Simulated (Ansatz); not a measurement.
A run of Ansatz 0.2.0 is set up as follows.

input.yaml

```yaml
crystal:
  lattice:
    - [0.0, 2.7218511865, 2.7218511865]
    - [2.7218511865, 0.0, 2.7218511865]
    - [2.7218511865, 2.7218511865, 0.0]
  atoms:
    - { symbol: Si, position: [0.5, 0.5, 0.5] }
    - { symbol: Si, position: [0.75, 0.75, 0.75] }
hamiltonian:
  xc: b3lyp
  pseudopotentials: { kind: paw }
kpoints:
  mp_grid: { grid: [4, 4, 4] }
  band_path:
    path:
      - [[0.0, 0.0, 0.0], [0.5, 0.0, 0.5], [0.5, 0.25, 0.75], [0.375, 0.375, 0.75], [0.0, 0.0, 0.0], [0.5, 0.5, 0.5], [0.625, 0.25, 0.625], [0.5, 0.25, 0.75], [0.5, 0.5, 0.5], [0.375, 0.375, 0.75]]
      - [[0.625, 0.25, 0.625], [0.5, 0.0, 0.5]]
    npoints: 4
scf:
  occupations: { method: fermi_dirac, width: 0.05 }
  n_extra_bands: 6
output:
  forces: true
  stress: true
  eigenvalues: true
  fatbands: false
  write_density: true
  write_potential: true
  elf: true
  volumetric_format: npy
```

Potentials or basis: Ansatz PAW.

The run is started by

```bash
$ ansatz run input.yaml --threads 2 --pin off --max-ram 5632MiB --backend cpu --events-out ev --progress --plain --runs-dir out
```

Predict the band gap along the path.

1.87 eV, indirect (least direct gap 3.88 eV).

Estimate the band gap on the k mesh.

1.99 eV, indirect (least direct gap 3.88 eV).

What does it give for the pressure?

2.7 GPa.

Levels at the corners of the path, in eV from the valence-band top:
```
point  band 2  band 3  band 4  band 5  band 6  band 7
    Γ    0.00    0.00    0.00    3.88    3.88    3.88
    X   -8.47   -3.00   -3.00    1.99    1.99   11.81
    W   -8.31   -3.97   -3.97    5.65    5.65    6.46
    K   -7.82   -4.47   -2.55    2.50    5.52    9.08
    Γ    0.00    0.00    0.00    3.88    3.88    3.88
    L   -7.46   -1.26   -1.26    2.75    4.74    4.74
    U   -7.82   -4.47   -2.55    2.50    5.52    9.08
    W   -8.31   -3.97   -3.97    5.65    5.65    6.46
    L   -7.46   -1.26   -1.26    2.75    4.74    4.74
    K   -7.82   -4.47   -2.55    2.50    5.52    9.08
    U   -7.82   -4.47   -2.55    2.50    5.52    9.08
    X   -8.47   -3.00   -3.00    1.99    1.99   11.81
```

Caveat: the k mesh is coarse (spacing up to 0.50 Å⁻¹), so the values aren't converged, least of all with exact exchange; the k mesh misses the band edges, so the gap on the mesh is wider than the one along the path; the PAW data sets come from PBE, with cores solved anew for the run's functional, which leaves a small shift of forces and pressure; the thresholds are loose for stress.
